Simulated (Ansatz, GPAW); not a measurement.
# Ballistic transport through cyanobenzenedithiol between two Pd chains, from relaxation to T(E), part 2 of 4

How well does cyanobenzenedithiol between two Pd chains conduct once its atoms have relaxed, and how much do cheaper levels lose?

GPAW 26.7.0 and Ansatz 0.2.0; Ansatz plane waves; relaxation of the junction with the lead ends held (the session's first sound run).

So far. Step 2 (Relaxation): The relaxation lowered the energy of the cell by 1.58 eV.

## (3) Plane waves, PBE

Plane waves give the reference curve, free of the bias of atom-centred orbitals.

This step: Ansatz plane waves; Landauer transmission by layers, zero bias (Ansatz 0.2.0).

File input.yaml:

```yaml
crystal:
  lattice:
    - [14.2628593472, 0.0, 0.0]
    - [0.0, 9.1747842069, 0.0]
    - [0.0, 0.0, 45.7352221203]
  atoms:
    - { symbol: Pd, position: [0.5, 0.5, 0.0273312327] }
    - { symbol: Pd, position: [0.5, 0.5, 0.0819936982] }
    - { symbol: Pd, position: [0.5, 0.5, 0.1366561637] }
    - { symbol: Pd, position: [0.5, 0.5, 0.1913186292] }
    - { symbol: Pd, position: [0.5, 0.5, 0.2459810946] }
    - { symbol: Pd, position: [0.5, 0.5, 0.3006435601] }
    - { symbol: Pd, position: [0.4930634701, 0.5091862867, 0.3582620517] }
    - { symbol: Pd, position: [0.5206867469, 0.4961638826, 0.41724342] }
    - { symbol: S, position: [0.4345553729, 0.568090664, 0.4556278403] }
    - { symbol: C, position: [0.4494305085, 0.5338707652, 0.4932825712] }
    - { symbol: H, position: [0.5959944658, 0.4698198897, 0.4964267282] }
    - { symbol: H, position: [0.3034317326, 0.5920515494, 0.4992908417] }
    - { symbol: C, position: [0.5315160648, 0.4917221603, 0.5084281808] }
    - { symbol: C, position: [0.3675276502, 0.5591647674, 0.5104860771] }
    - { symbol: C, position: [0.5309385463, 0.4776550972, 0.5390947834] }
    - { symbol: C, position: [0.3664272442, 0.5421155888, 0.5405608551] }
    - { symbol: H, position: [0.3014665461, 0.5600403049, 0.5526049261] }
    - { symbol: C, position: [0.6132264545, 0.4328856854, 0.5549552324] }
    - { symbol: C, position: [0.4479441142, 0.5004165696, 0.555913168] }
    - { symbol: "N", position: [0.6885364522, 0.3900038639, 0.5625261802] }
    - { symbol: S, position: [0.4416858565, 0.4553008502, 0.5937164241] }
    - { symbol: Pd, position: [0.5954791224, 0.4241867586, 0.6022855925] }
    - { symbol: Pd, position: [0.484667925, 0.5375809594, 0.6417458054] }
    - { symbol: Pd, position: [0.5, 0.5, 0.6993564399] }
    - { symbol: Pd, position: [0.5, 0.5, 0.7540189054] }
    - { symbol: Pd, position: [0.5, 0.5, 0.8086813708] }
    - { symbol: Pd, position: [0.5, 0.5, 0.8633438363] }
    - { symbol: Pd, position: [0.5, 0.5, 0.9180063018] }
    - { symbol: Pd, position: [0.5, 0.5, 0.9726687673] }
kpoints:
  mp_grid: { grid: [1, 1, 2] }
hamiltonian:
  xc: pbe
scf:
  occupations: { method: fermi_dirac, width: 0.1 }
output:
  transmission:
    leads: [[0, 1]]
    e_range: [-2, 2]
    de: 0.025
    kmesh: [1, 1]
    reduced_basis: true
  write_potential: true
  write_density: true
  volumetric_format: npy
```

Started as:

```sh
$ ansatz run input.yaml --threads 4 --pin off --max-ram 8192MiB --backend cpu --events-out ev --progress --plain --runs-dir out
```

Numbers of over 12 decimals in the logs are rounded to 6 here.

The program printed:

```text
[...]
Crystal: 29 atoms, lattice volume = 5984.850 Å³
Basis set: ecut = 420 eV, 116965 PW (Γ)
Bands: 202, of which v1, the nominal top of the filled ones, is band 168 counted from 1 (167 counted from 0)
Symmetry: 1 space group operations
[...]
k-points: 2
[...]
SCF iter   1: F=—  HF=-115518.296988 eV  |F-HF|=—  |Δ(HF+E_count)|=         —  Δρ=4.21e-3  dr2=1.76e0  ethr=1.77e-3  ⟨swp⟩=13.5  Hψ=2127  notcnv=0  defer=19
[...]
SCF iter  13: F=-115518.150639 eV  HF=-115518.150638 eV  |F-HF|=7.20e-7  |Δ(HF+E_count)|=   1.51e-6  Δρ=9.04e-7  dr2=9.40e-8  ethr=2.98e-11  ⟨swp⟩=31.0  Hψ=2037  notcnv=0
[...]
SCF 1 converged in 13 iterations: F = -115518.150639 eV  dr2 = 9.40e-8
[...]
transmission: 8 of 73 steps passed
transmission: 15 of 73 steps passed
[...]
transmission: 73 of 73 steps passed
WARN: The input density's exchange-correlation potential varies sharply where the density is thin. Do not read a vacuum level from v_tot or v_xc, or from such a field of the output density. On a cell that repeats whose density bears no net charge and no dipole along the vacuum's axis use v_es (v_loc + v_h of the components); under efield.dipole_correction with no amplitude use v_es + v_field, which holds any external [...]
SCF converged after 13 iterations
Free energy (F): -115518.150639 eV
[...]
Internal energy: -115516.532589 eV  (E = F + TS)
E sigma→0 (E₀):  -115517.341614 eV
Entropy (-TS):   -1.618050 eV (-55.795 meV/atom)
Fermi energy:    -4.010136 eV
[...]
--- Band table (eV) ---
  k-point 0: bands = [... 164 lower, -4.1500, -4.1255, -4.0590, -4.0187, -3.9943, -3.9524, -3.9148, -3.9038, ... 30 higher]
  k-point 1: bands = [... 164 lower, -4.1509, -4.1165, -4.0420, -4.0140, -3.9981, -3.9683, -3.9267, -3.9044, ... 30 higher]
--- Transmission ---
  basis      : 1149 plane waves across, 73 finite elements along
  points     : 1, standing for a mesh of 1 x 1
  filling    : by the input's occupations and mesh, since the crystals that have channels conduct as metals do. If one of these is a semiconductor, that mesh has misplaced its level
  energies   : 161 from -2.000000 to 2.000000 eV about the Fermi level, 0.025000 eV apart; the leads are filled to 0.000000 eV, and channels, transmission and decay are at 0.000000 eV
  crystal 0  : Pd1, at the sites [0, 1], period 2.5000 Å, over 30.00 Å; its Hamiltonian steps by up to 3.6 meV
    offset         : up to 0.0000 Å between an atom of the period and one for which it stands
    filled         : 10.2 meV under the level at which it is neutral
    channels       : 4.000000e0 a spin
    conductance    : 2.3616e14 S/m² at 300 K; may be off by some 0.0 % by where its bands' edges are placed, 0.1 % from the distance to neutral
  junction   : crystal 0 to crystal 0, 0.70 to 43.93 Å
    transmission   : 8.485718e-1 a spin
    conductance    : 4.8575e13 S/m² at 300 K (4.8624e13 on every other energy)
    error estimate : 0.1 % from the energy spacing and 0.1 % from band edges of the leads and from resonances (wavevectors taken as independent; lower de), 2.1 % from the steps of its leads' Hamiltonians or their offsets (lay more layers), 2.9 % from the distance to neutral
    resistance     : 1.6351e-2 Ω µm² beyond half of each lead's own
```

Run time: 8.7 h. Hardware: 4 threads of Arm Neoverse N1, shared host; peak memory 6.6 GiB.

In the SCF lines HF is the Harris–Foulkes energy and dr2 the Hartree energy of the density residual, in eV; the loop may stop once dr2 is under the threshold and the program's other checks hold. Hψ counts applications of the Hamiltonian.

Numbers from this step:

```
free energy                                             : -115518.1506 eV
lead level                                              : 0 eV from the Fermi level
transmission at the Fermi level (one spin)              : 0.8486
open channels of the lead at the Fermi level (one spin) : 4
step of the potential along the lead                    : 3.6 meV
offset of the lead                                      : 0 Å
filling of the lead less its bulk value, in size        : 10.2 meV
conductance                                             : 0.8204 G₀
```

One spin. Table of transmission, zone mean by energy, zero at the Fermi level:

energy (eV), transmission, zone mean and a bar:
```
   -2.000      0.304 ##########
   -1.925      0.933 ##############################
   -1.900      0.887 ############################
   -1.800      0.477 ###############
   -1.700      0.226 #######
   -1.600      0.037 #
   -1.500      0.042 #
   -1.400      0.178 ######
   -1.300      0.236 #######
   -1.200      0.118 ####
   -1.100      0.104 ###
   -1.000      0.202 ######
   -0.900      0.210 #######
   -0.800      0.546 #################
   -0.725      0.737 #######################
   -0.700      0.709 #######################
   -0.600      0.492 ################
   -0.550      0.366 ############
   -0.500      0.228 #######
   -0.400      0.217 #######
   -0.300      0.398 #############
   -0.200      0.723 #######################
   -0.100      0.936 ##############################
   -0.075      0.944 ##############################
    0.000      0.849 ###########################
    0.100      0.505 ################
    0.175      0.491 ################
    0.200      0.032 #
    0.300      0.003 
    0.400      0.005 
    0.500      0.005 
    0.600      0.005 
    0.700      0.005 
    0.800      0.004 
    0.900      0.004 
    1.000      0.004 
    1.100      0.004 
    1.200      0.003 
    1.300      0.003 
    1.400      0.003 
    1.500      0.003 
    1.600      0.003 
    1.700      0.003 
    1.800      0.003 
    1.900      0.003 
    2.000      0.002
```

One spin. Table of open channels, zone mean by energy, zero at the Fermi level:

| energy (eV) | open channels, zone mean |
| --- | --- |
| -2.000 | 3 |
| -1.800 | 3 |
| -1.600 | 3 |
| -1.400 | 3 |
| -1.200 | 5 |
| -1.000 | 5 |
| -0.800 | 5 |
| -0.600 | 5 |
| -0.400 | 4 |
| -0.200 | 4 |
| 0.000 | 4 |
| 0.200 | 1 |
| 0.400 | 1 |
| 0.600 | 1 |
| 0.800 | 1 |
| 1.000 | 1 |
| 1.200 | 1 |
| 1.400 | 1 |
| 1.600 | 1 |
| 1.800 | 1 |
| 2.000 | 1 |

Crystal 0, spin -, k parallel (0, 0); distinct values, listed up to 1.5 1/Å. Table of Im kz of the slowest decaying states by energy, zero at the Fermi level:

| energy (eV) | decay 1 (Å⁻¹) | decay 2 (Å⁻¹) | decay 3 (Å⁻¹) | decay 4 (Å⁻¹) |
| --- | --- | --- | --- | --- |
| -2.000 | 0.728 | 0.817 | 0.817 | 1.31 |
| -1.800 | 0.678 | 0.726 | 0.726 | 1.29 |
| -1.600 | 0.610 | 0.611 | 0.624 | 1.27 |
| -1.400 | 0.447 | 0.447 | 0.564 | 1.25 |
| -1.200 | 0.497 | 1.23 | 1.27 | 1.29 |
| -1.000 | 0.417 | 1.21 | 1.25 | 1.27 |
| -0.800 | 0.319 | 1.19 | 1.23 | 1.25 |
| -0.600 | 0.172 | 1.17 | 1.21 | 1.22 |
| -0.400 | 0.401 | 0.401 | 1.15 | 1.19 |
| -0.200 | 0.555 | 0.555 | 1.12 | 1.17 |
| 0.000 | 0.658 | 1.10 | 1.15 | 1.16 |
| 0.200 | 0.0870 | 0.0876 | 0.101 | 0.736 |
| 0.400 | 0.177 | 0.177 | 0.225 | 0.799 |
| 0.600 | 0.228 | 0.228 | 0.301 | 0.851 |
| 0.800 | 0.263 | 0.263 | 0.361 | 0.895 |
| 1.000 | 0.288 | 0.288 | 0.411 | 0.933 |
| 1.200 | 0.306 | 0.307 | 0.454 | 0.964 |
| 1.400 | 0.318 | 0.319 | 0.492 | 0.940 |
| 1.600 | 0.325 | 0.327 | 0.525 | 0.916 |
| 1.800 | 0.327 | 0.329 | 0.555 | 0.892 |
| 2.000 | 0.323 | 0.327 | 0.581 | 0.868 |

Crystal 0, spin -, k parallel (0, 0). Table of Re kz of states that move upwards by energy, zero at the Fermi level:

| energy (eV) | channel 1 (Å⁻¹) | channel 2 (Å⁻¹) | channel 3 (Å⁻¹) | channel 4 (Å⁻¹) | channel 5 (Å⁻¹) |
| --- | --- | --- | --- | --- | --- |
| -2.0000 | -0.780 | -0.780 | 0.603 | - | - |
| -1.7500 | -0.694 | -0.693 | 0.646 | - | - |
| -1.5000 | -0.615 | -0.615 | 0.689 | - | - |
| -1.2500 | -0.541 | -0.541 | 0.735 | - | - |
| -1.0000 | -0.470 | -0.469 | 0.494 | 0.495 | 0.783 |
| -0.7500 | -0.398 | -0.398 | 0.827 | 0.827 | 0.837 |
| -0.5000 | -0.324 | -0.324 | 0.0808 | 0.899 | - |
| -0.2500 | -0.243 | -0.243 | 0.309 | 0.975 | - |
| 0.0000 | -0.141 | -0.140 | 0.426 | 1.08 | - |
| 0.2500 | 0.514 | - | - | - | - |
| 0.5000 | 0.585 | - | - | - | - |
| 0.7500 | 0.644 | - | - | - | - |
| 1.0000 | 0.695 | - | - | - | - |
| 1.2500 | 0.741 | - | - | - | - |
| 1.5000 | 0.781 | - | - | - | - |
| 1.7500 | 0.818 | - | - | - | - |
| 2.0000 | 0.853 | - | - | - | - |

The electrostatic potential energy of an electron (with the applied field's), less the Fermi level, planar mean oscillates, so the rows of the table below give means over windows of 2.43 Å about each position, cut where the curve ends. Its first 14 maxima inside the range that stand out by 2 % of the span (Å: eV): 2.4: 5.14, 5.0: 5.14, 7.4: 5.13, 10.0: 5.12, 12.4: 5.10, 15.0: 5.07, 17.7: 5.00, 20.0: 4.75, 21.7: 4.76, 24.0: 4.45, 26.3: 4.47, 28.4: 4.51, 30.7: 4.98, 33.3: 5.06. Its first 14 minima: 1.3: 4.13, 3.7: 4.13, 6.3: 4.13, 8.7: 4.12, 11.3: 4.10, 13.7: 4.07, 16.4: 3.99, 19.0: 4.00, 20.9: 4.34, 23.2: 3.41, 25.4: 2.85, 27.4: 3.19, 29.3: 3.91, 32.0: 4.00.

Table of electrostatic potential energy of an electron (with the applied field's), less the Fermi level, planar mean by z; means over each step:

| z (Å) | electrostatic potential energy of an electron (with the applied field's), less the Fermi level, planar mean (eV) |
| --- | --- |
| 1.22 | 4.66 |
| 3.65 | 4.66 |
| 6.08 | 4.66 |
| 8.51 | 4.65 |
| 10.94 | 4.64 |
| 13.37 | 4.61 |
| 15.80 | 4.57 |
| 18.23 | 4.58 |
| 20.66 | 4.52 |
| 23.09 | 3.96 |
| 25.52 | 3.60 |
| 27.95 | 3.89 |
| 30.38 | 4.55 |
| 32.81 | 4.59 |
| 35.24 | 4.64 |
| 37.67 | 4.65 |
| 40.10 | 4.66 |
| 42.53 | 4.67 |
| 44.96 | 4.54 |

The valence density, planar mean oscillates, so the rows of the table below give means over windows of 2.43 Å about each position, cut where the curve ends. Its first 14 maxima inside the range that stand out by 2 % of the span (Å: e/Å³): 1.3: 0.130, 3.7: 0.131, 6.3: 0.130, 8.7: 0.131, 11.3: 0.130, 13.7: 0.130, 16.4: 0.130, 19.2: 0.130, 20.6: 0.0308, 23.0: 0.0736, 25.3: 0.102, 27.6: 0.155, 29.3: 0.131, 32.0: 0.130. Its first 14 minima: 2.4: 0.00936, 5.0: 0.00919, 7.4: 0.00936, 10.0: 0.00920, 12.4: 0.00935, 15.0: 0.00770, 17.7: 0.00651, 20.0: 0.0242, 21.7: 0.0188, 24.0: 0.0414, 26.4: 0.0385, 28.4: 0.0280, 30.7: 0.00752, 33.3: 0.00936.

Table of valence density, planar mean by z; means over each step:

z (Å), valence density, planar mean (e/Å³) and a bar from the least value:
```
     1.22      0.056 ##############
     3.65      0.056 ##############
     6.08      0.056 ##############
     8.51      0.056 #############
    10.94      0.056 #############
    13.37      0.056 #############
    15.80      0.054 ############
    18.23      0.050 ##########
    20.66      0.031 
    23.09      0.049 #########
    25.52      0.070 #####################
    27.95      0.087 ##############################
    30.38      0.048 #########
    32.81      0.054 #############
    35.24      0.055 #############
    37.67      0.055 #############
    40.10      0.056 #############
    42.53      0.056 #############
    44.96      0.070 #####################
```

T at the Fermi level is 0.849 of 4 open channels a spin.

(Part 2 of 4 ends here.)

[Logs are printed without paths, hosts, clocks, repeated set-up lines and the standing remarks that a program may print on its own settings, such as how far it seeks lower states.]

[Hosts, paths, dates, database ids (printed as entryN), source tags and the programs' standing remarks are cut or masked in the printed files.]
